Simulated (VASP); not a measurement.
# BN: band structure with PBE

**The experiment to reproduce.**

From a printed reference work, monograph, for a bulk crystal of BN at 300 K: band gap 6.4 eV (indirect).

Crystal: BN.

```
N B
1.0
     0.00000    1.81300    1.81300
     1.81300    0.00000    1.81300
     1.81300    1.81300    0.00000
N B
1 1
Direct
  0.25000 0.25000 0.25000
  0.00000 0.00000 0.00000
```

The cell is a database's computed one.

```yaml
Program: VASP 6.6.1
Task: band structure
Functional: PBE
Potentials_or_basis: VASP PAW PBE potentials, release 64 (N, B)
Cutoff: 520 eV
k_mesh: 13 × 13 × 13
Occupations: fermi-dirac, width 0.05 eV
Spin: no spin polarisation
Further_INCAR_settings: ALGO = Normal; EDIFF = 1e-06
```

| Property | Result |
| --- | --- |
| Band gap on the k mesh | 4.52 eV, indirect (least direct gap 8.78 eV) |
| Band gap along the path | 4.45 eV, indirect (least direct gap 8.78 eV) |

Levels at the corners of the path, in eV from the valence-band top:
```
point  band 2  band 3  band 4  band 5  band 6  band 7
    Γ    0.00    0.00    0.00    8.78    8.78    8.78
    X   -8.86   -4.86   -4.86    4.45    9.18   17.78
    X   -8.86   -4.86   -4.86    4.45    9.18   17.78
    W   -7.55   -6.90   -6.44    9.56   13.20   14.45
    W   -7.55   -6.90   -6.44    9.56   13.20   14.45
    K   -8.08   -7.59   -4.04    6.88   12.79   15.71
    K   -8.08   -7.59   -4.04    6.88   12.79   15.71
    Γ    0.00    0.00    0.00    8.78    8.78    8.78
    Γ    0.00    0.00    0.00    8.78    8.78    8.78
    L  -10.61   -1.92   -1.92   10.03   10.66   10.66
    L  -10.61   -1.92   -1.92   10.03   10.66   10.66
    U   -8.08   -7.59   -4.04    6.88   12.79   15.71
    U   -8.08   -7.59   -4.04    6.88   12.79   15.71
    W   -7.55   -6.90   -6.44    9.56   13.20   14.45
    W   -7.55   -6.90   -6.44    9.56   13.20   14.45
    L  -10.61   -1.92   -1.92   10.03   10.66   10.66
    L  -10.61   -1.92   -1.92   10.03   10.66   10.66
    K   -8.08   -7.59   -4.04    6.88   12.79   15.71
    U   -8.08   -7.59   -4.04    6.88   12.79   15.71
    X   -8.86   -4.86   -4.86    4.45    9.18   17.78
```

Wall time 9 s on 1 thread of Intel(R) Xeon(R) Platinum 8488C (Sapphire Rapids), with other jobs on the host, peak memory 0.12 GiB.

A measured gap of BN is 6.4 eV (indirect; 300 K; a printed reference work, monograph); the calculated 4.45 eV misses it by -1.95 eV. The value is that of PBE, without temperature or zero-point motion. Semilocal functionals fall short of measured gaps as a rule. The cell is a database's relaxed one, not the measured one, which moves gaps too.

Caveat: the log is that of the step along the path at fixed density, whose energy, stress, charges and moments have no meaning.
